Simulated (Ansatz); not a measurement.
# Zn in Cu(111), 2x2: scattering by a point defect, part 2 of 3

Aim: the resistance that Zn in Cu(111), 2x2 adds to the host.

Ansatz 0.2.0; Ansatz plane-wave DFT, PBE, PAW files; ballistic transport by layer matching (Landauer), zero bias; PAW set soft_1 (the session's first sound run).

So far, resistivity per at.% scaled from this dense plane, with the factor 3/4 for isotropic scattering (µΩ cm): step 3 (resistance at ideal sites) 0.376.

## Step 4: Relaxing the neighbours

The neighbours of the defect are let go while the lead's layers stay on their sites, since a lead must repeat to 0.01 Å.

This step: Ansatz plane-wave DFT, PBE, PAW files; relaxation with the lead's layers held; PAW set soft_1 (Ansatz 0.2.0).

Input file input.yaml:

```yaml
crystal:
  lattice:
    - [5.1123254594, 0.0, 0.0]
    - [-2.5561627297, 4.4274037203, 0.0]
    - [-1.2780813649, 0.73790062, 22.9580794202]
  atoms:
    - { symbol: Cu, position: [0.0075757576, 0.9924242424, 0.0454545455] }
    - { symbol: Cu, position: [0.0075757576, 0.4924242424, 0.0454545455] }
    - { symbol: Cu, position: [0.5075757576, 0.9924242424, 0.0454545455] }
    - { symbol: Cu, position: [0.5075757576, 0.4924242424, 0.0454545455] }
    - { symbol: Cu, position: [0.1893939394, 0.3106060606, 0.1363636364] }
    - { symbol: Cu, position: [0.1893939394, 0.8106060606, 0.1363636364] }
    - { symbol: Cu, position: [0.6893939394, 0.3106060606, 0.1363636364] }
    - { symbol: Cu, position: [0.6893939394, 0.8106060606, 0.1363636364] }
    - { symbol: Cu, position: [0.3712121212, 0.1287878788, 0.2272727273] }
    - { symbol: Cu, position: [0.3712121212, 0.6287878788, 0.2272727273] }
    - { symbol: Cu, position: [0.8712121212, 0.1287878788, 0.2272727273] }
    - { symbol: Cu, position: [0.8712121212, 0.6287878788, 0.2272727273] }
    - { symbol: Cu, position: [0.053030303, 0.946969697, 0.3181818182] }
    - { symbol: Cu, position: [0.053030303, 0.446969697, 0.3181818182] }
    - { symbol: Cu, position: [0.553030303, 0.946969697, 0.3181818182] }
    - { symbol: Cu, position: [0.553030303, 0.446969697, 0.3181818182] }
    - { symbol: Cu, position: [0.2348484848, 0.2651515152, 0.4090909091] }
    - { symbol: Cu, position: [0.2348484848, 0.7651515152, 0.4090909091] }
    - { symbol: Cu, position: [0.7348484848, 0.2651515152, 0.4090909091] }
    - { symbol: Cu, position: [0.7348484848, 0.7651515152, 0.4090909091] }
    - { symbol: Zn, position: [0.4166666667, 0.0833333333, 0.5] }
    - { symbol: Cu, position: [0.4166666667, 0.5833333333, 0.5] }
    - { symbol: Cu, position: [0.9166666667, 0.0833333333, 0.5] }
    - { symbol: Cu, position: [0.9166666667, 0.5833333333, 0.5] }
    - { symbol: Cu, position: [0.0984848485, 0.9015151515, 0.5909090909] }
    - { symbol: Cu, position: [0.0984848485, 0.4015151515, 0.5909090909] }
    - { symbol: Cu, position: [0.5984848485, 0.9015151515, 0.5909090909] }
    - { symbol: Cu, position: [0.5984848485, 0.4015151515, 0.5909090909] }
    - { symbol: Cu, position: [0.2803030303, 0.2196969697, 0.6818181818] }
    - { symbol: Cu, position: [0.2803030303, 0.7196969697, 0.6818181818] }
    - { symbol: Cu, position: [0.7803030303, 0.2196969697, 0.6818181818] }
    - { symbol: Cu, position: [0.7803030303, 0.7196969697, 0.6818181818] }
    - { symbol: Cu, position: [0.4621212121, 0.0378787879, 0.7727272727] }
    - { symbol: Cu, position: [0.4621212121, 0.5378787879, 0.7727272727] }
    - { symbol: Cu, position: [0.9621212121, 0.0378787879, 0.7727272727] }
    - { symbol: Cu, position: [0.9621212121, 0.5378787879, 0.7727272727] }
    - { symbol: Cu, position: [0.1439393939, 0.8560606061, 0.8636363636] }
    - { symbol: Cu, position: [0.1439393939, 0.3560606061, 0.8636363636] }
    - { symbol: Cu, position: [0.6439393939, 0.8560606061, 0.8636363636] }
    - { symbol: Cu, position: [0.6439393939, 0.3560606061, 0.8636363636] }
    - { symbol: Cu, position: [0.3257575758, 0.1742424242, 0.9545454545] }
    - { symbol: Cu, position: [0.3257575758, 0.6742424242, 0.9545454545] }
    - { symbol: Cu, position: [0.8257575758, 0.1742424242, 0.9545454545] }
    - { symbol: Cu, position: [0.8257575758, 0.6742424242, 0.9545454545] }
kpoints:
  mp_grid: { grid: [5, 5, 1] }
hamiltonian:
  xc: pbe
  pseudopotentials: { kind: paw, azcp: { folder: soft_1 } }
scf:
  occupations: { method: fermi_dirac, width: 0.1 }
relax:
  f_tol: 0.03
  max_steps: 40
  constraints:
    - { sites: [0, 1, 2, 3, 4, 5, 6, 7, 8, 9, 10, 11, 32, 33, 34, 35, 36, 37, 38, 39, 40, 41, 42, 43] }
```

On the command line:

```console
$ ansatz run input.yaml --threads 4 --pin off --max-ram 15360MiB --backend cpu --events-out ev --progress --plain --runs-dir out
```

Numbers of over 12 decimals in the logs are rounded to 6 here.

What it wrote:

```text
[...]
Crystal: 44 atoms, lattice volume = 519.641 Å³
Basis set: ecut = 420 eV, 10219 PW (Γ), exchange–correlation on 72×72×320 points (8 copies of the dense FFT grid, shifted against one another)
Bands: 498, of which v1, the nominal top of the filled ones, is band 415 counted from 1 (414 counted from 0)
Symmetry: 4 space group operations
[...]
k-points: 9 of 25
[...]
SCF iter   1: F=—  HF=-288249.736560 eV  |F-HF|=—  |Δ(HF+E_count)|=         —  Δρ=2.96e-1  dr2=9.20e2  ethr=3.10e-3  ⟨swp⟩=5.1  Hψ=15999  notcnv=0  defer=68
[...]
SCF iter  14: F=-288202.222434 eV  HF=-288202.222446 eV  |F-HF|=1.15e-5  |Δ(HF+E_count)|=   2.66e-6  Δρ=2.45e-5  dr2=1.13e-5  ethr=2.71e-9  ⟨swp⟩=2.0  Hψ=10615  notcnv=0
SCF 1 converged in 14 iterations: F = -288202.222434 eV  dr2 = 1.13e-5
[...]
relax step   1: F+E_penalty+E_count = -288202.22243403 eV  Δ(F+E_penalty+E_count) = +0.000e0 eV  max|allowed force component| = 9.110e-2 eV/Å  Δτ_max = 0.0000 Å  (14 SCF iters, dr2 threshold 2.25e-5 eV, accepted)
[...]
iter 1 solved again at ethr=1.39e-7 eV; its pass at ethr=3.10e-3 eV (dr2=1.15e-3 eV) is discarded
[...]
SCF iter   8: F=-288202.226325 eV  HF=-288202.226325 eV  |F-HF|=7.79e-8  |Δ(HF+E_count)|=   1.33e-8  Δρ=1.58e-6  dr2=8.22e-8  ethr=1.21e-11  ⟨swp⟩=2.0  Hψ=10662  notcnv=0
SCF 2 converged in 8 iterations: F = -288202.226325 eV  dr2 = 8.22e-8
relax step   2: F+E_penalty+E_count = -288202.22632508 eV  Δ(F+E_penalty+E_count) = -3.891e-3 eV  max|allowed force component| = 5.427e-2 eV/Å  Δτ_max = 0.0067 Å  (8 SCF iters, accepted)
SCF iter   1: F=—  HF=-288202.229648 eV  |F-HF|=—  |Δ(HF+E_count)|=         —  Δρ=9.37e-4  dr2=2.16e-3  ethr=2.86e-6  ⟨swp⟩=4.7  Hψ=9595  notcnv=0  defer=555
[...]
SCF iter   9: F=-288202.228518 eV  HF=-288202.228518 eV  |F-HF|=4.14e-8  |Δ(HF+E_count)|=   4.07e-9  Δρ=7.43e-7  dr2=4.17e-8  ethr=1.21e-11  ⟨swp⟩=3.0  Hψ=10358  notcnv=0
SCF 3 converged in 9 iterations: F = -288202.228518 eV  dr2 = 4.17e-8
relax step   3: F+E_penalty+E_count = -288202.22851841 eV  Δ(F+E_penalty+E_count) = -2.193e-3 eV  max|allowed force component| = 4.255e-3 eV/Å  Δτ_max = 0.0100 Å  (9 SCF iters, accepted)
SCF converged after 9 iterations
Free energy (F): -288202.228518 eV
[...]
Internal energy: -288201.723364 eV  (E = F + TS)
E sigma→0 (E₀):  -288201.975941 eV
Entropy (-TS):   -0.505154 eV (-11.481 meV/atom)
Fermi energy:    16.279330 eV
[...]
--- Forces (eV/Å), atoms counted from 1 ---
  atom   1  Cu     0.00125765     0.00123105     0.00042970
  atom   2  Cu     0.00097526    -0.00056307    -0.00557243
  atom   3  Cu    -0.00132441     0.00076465     0.00245795
  atom   4  Cu    -0.00043729    -0.00170468     0.00042970
  atom   5  Cu    -0.00110028     0.00063525     0.00416163
  atom   6  Cu    -0.00136463    -0.00217891     0.00098944
  atom   7  Cu     0.00120468     0.00227126     0.00098944
  atom   8  Cu     0.00106370    -0.00061413    -0.00351217
  atom   9  Cu     0.00098103    -0.00056640    -0.03798856
  atom  10  Cu     0.00778381     0.00415210    -0.03239655
  atom  11  Cu     0.00029609    -0.00881703    -0.03239655
  atom  12  Cu    -0.00856443     0.00494468    -0.03081658
  atom  13  Cu    -0.00009925    -0.00026630     0.00073244
  atom  14  Cu     0.00012195    -0.00007041    -0.00425475
  atom  15  Cu     0.00060616    -0.00034996     0.00077049
  atom  16  Cu     0.00018100     0.00021910     0.00073244
  atom  17  Cu     0.00029560    -0.00017066    -0.00058535
  atom  18  Cu    -0.00000827     0.00050260    -0.00071520
  atom  19  Cu    -0.00043940    -0.00024414    -0.00071520
  atom  20  Cu     0.00003276    -0.00001892     0.00361256
  atom  21  Zn     0.00000000     0.00000000     0.00000000
  atom  22  Cu     0.00000000     0.00000000     0.00000000
  atom  23  Cu     0.00000000     0.00000000     0.00000000
  atom  24  Cu     0.00000000     0.00000000     0.00000000
  atom  25  Cu     0.00043940     0.00024414     0.00071520
  atom  26  Cu    -0.00003276     0.00001892    -0.00361256
  atom  27  Cu    -0.00029560     0.00017066     0.00058535
  atom  28  Cu     0.00000827    -0.00050260     0.00071520
  atom  29  Cu    -0.00060616     0.00034996    -0.00077049
  atom  30  Cu    -0.00018100    -0.00021910    -0.00073244
  atom  31  Cu     0.00009925     0.00026630    -0.00073244
  atom  32  Cu    -0.00012195     0.00007041     0.00425475
  atom  33  Cu    -0.00098103     0.00056640     0.03798856
  atom  34  Cu    -0.00778381    -0.00415210     0.03239655
  atom  35  Cu    -0.00029609     0.00881703     0.03239655
  atom  36  Cu     0.00856443    -0.00494468     0.03081658
  atom  37  Cu    -0.00120468    -0.00227126    -0.00098944
  atom  38  Cu    -0.00106370     0.00061413     0.00351217
  atom  39  Cu     0.00110028    -0.00063525    -0.00416163
  atom  40  Cu     0.00136463     0.00217891    -0.00098944
  atom  41  Cu     0.00132441    -0.00076465    -0.00245795
  atom  42  Cu     0.00043729     0.00170468    -0.00042970
  atom  43  Cu    -0.00125765    -0.00123105    -0.00042970
  atom  44  Cu    -0.00097526     0.00056307     0.00557243
  max |Σ_I F_I| component: 8.67e-19 eV/Å
--- Relaxed structure (3 steps of the walk, 3 accepted, 0 SCFs on fresh bases) ---
  F+E_penalty+E_count = -288202.22851841 eV   max|allowed force component| = 4.255e-3 eV/Å
  atoms:
    - { symbol: Cu, position: [0.00757576, 0.992424, 0.0454545455] }
    - { symbol: Cu, position: [0.00757576, 0.492424, 0.045455] }
    - { symbol: Cu, position: [0.507576, 0.992424, 0.0454545455] }
    - { symbol: Cu, position: [0.507576, 0.492424, 0.0454545455] }
    - { symbol: Cu, position: [0.189394, 0.310606, 0.136364] }
    - { symbol: Cu, position: [0.189394, 0.810606, 0.1363636364] }
    - { symbol: Cu, position: [0.689394, 0.310606, 0.1363636364] }
    - { symbol: Cu, position: [0.689394, 0.810606, 0.136364] }
    - { symbol: Cu, position: [0.371212, 0.128788, 0.2272727273] }
    - { symbol: Cu, position: [0.371212, 0.628788, 0.2272727273] }
    - { symbol: Cu, position: [0.871212, 0.128788, 0.2272727273] }
    - { symbol: Cu, position: [0.871212, 0.628788, 0.2272727273] }
    - { symbol: Cu, position: [0.053080, 0.947000, 0.317916] }
    - { symbol: Cu, position: [0.052995, 0.447005, 0.317663] }
    - { symbol: Cu, position: [0.553052, 0.946948, 0.317926] }
    - { symbol: Cu, position: [0.553000, 0.446920, 0.317916] }
    - { symbol: Cu, position: [0.234044, 0.265956, 0.408414] }
    - { symbol: Cu, position: [0.234081, 0.763944, 0.408416] }
    - { symbol: Cu, position: [0.736056, 0.265919, 0.408416] }
    - { symbol: Cu, position: [0.734808, 0.765192, 0.408790] }
    - { symbol: Zn, position: [0.416667, 0.083333, 0.5] }
    - { symbol: Cu, position: [0.416667, 0.583333, 0.5] }
    - { symbol: Cu, position: [0.916667, 0.083333, 0.5] }
    - { symbol: Cu, position: [0.916667, 0.583333, 0.5] }
    - { symbol: Cu, position: [0.097278, 0.900748, 0.591584] }
    - { symbol: Cu, position: [0.098525, 0.401475, 0.591210] }
    - { symbol: Cu, position: [0.599289, 0.900711, 0.591586] }
    - { symbol: Cu, position: [0.599252, 0.402722, 0.591584] }
    - { symbol: Cu, position: [0.280281, 0.219719, 0.682074] }
    - { symbol: Cu, position: [0.280333, 0.719747, 0.682084] }
    - { symbol: Cu, position: [0.780253, 0.219667, 0.682084] }
    - { symbol: Cu, position: [0.780339, 0.719661, 0.682337] }
    - { symbol: Cu, position: [0.462121, 0.037879, 0.7727272727] }
    - { symbol: Cu, position: [0.462121, 0.537879, 0.772727] }
    - { symbol: Cu, position: [0.962121, 0.037879, 0.772727] }
    - { symbol: Cu, position: [0.962121, 0.537879, 0.772727] }
    - { symbol: Cu, position: [0.143939, 0.856061, 0.8636363636] }
    - { symbol: Cu, position: [0.143939, 0.356061, 0.8636363636] }
    - { symbol: Cu, position: [0.643939, 0.856061, 0.8636363636] }
    - { symbol: Cu, position: [0.643939, 0.356061, 0.8636363636] }
    - { symbol: Cu, position: [0.325758, 0.174242, 0.9545454545] }
    - { symbol: Cu, position: [0.325758, 0.674242, 0.954545] }
    - { symbol: Cu, position: [0.825758, 0.174242, 0.954545] }
    - { symbol: Cu, position: [0.825758, 0.674242, 0.954545] }
```

It took 3.4 min on 4 threads of Intel Xeon Platinum 8259CL at 2.50GHz (Skylake/Cascade Lake), shared host; peak memory 5.2 GiB; 13 min of CPU time.

Relaxation path:

```
step  energy less that of the first step (eV)  largest force component (eV/Å)
   1                                   0.0000                          0.0911
   2                                  -0.0039                          0.0543
   3                                  -0.0061                          0.0043
```

The run keeps the 4 symmetry operations that it works with, so distortions that break them were not tested.

The atoms that moved most (Å):

```
atom      dx      dy      dz  length
Cu27   0.005  -0.003   0.016   0.017
Cu17  -0.005   0.003  -0.016   0.017
Cu28   0.000   0.006   0.016   0.017
Cu25  -0.005  -0.003   0.016   0.017
Cu18   0.000  -0.006  -0.016   0.017
Cu19   0.005   0.003  -0.016   0.017
Cu32   0.000   0.000   0.012   0.012
Cu14   0.000   0.000  -0.012   0.012
```

Numbers from this step:

```
free energy             : -288202.2285 eV
energy at zero smearing : -288201.9759 eV
```

The largest force component on a free atom ends at 0.0043 eV/Å, under the tolerance of 0.03, after 3 steps.

[end of part 2 of 3]

[Logs are printed without paths, hosts, clocks, repeated set-up lines and the standing remarks that a program may print on its own settings, such as how far it seeks lower states.]

[Hosts, paths, dates, database ids (printed as entryN), source tags and the programs' standing remarks are cut or masked in the printed files.]
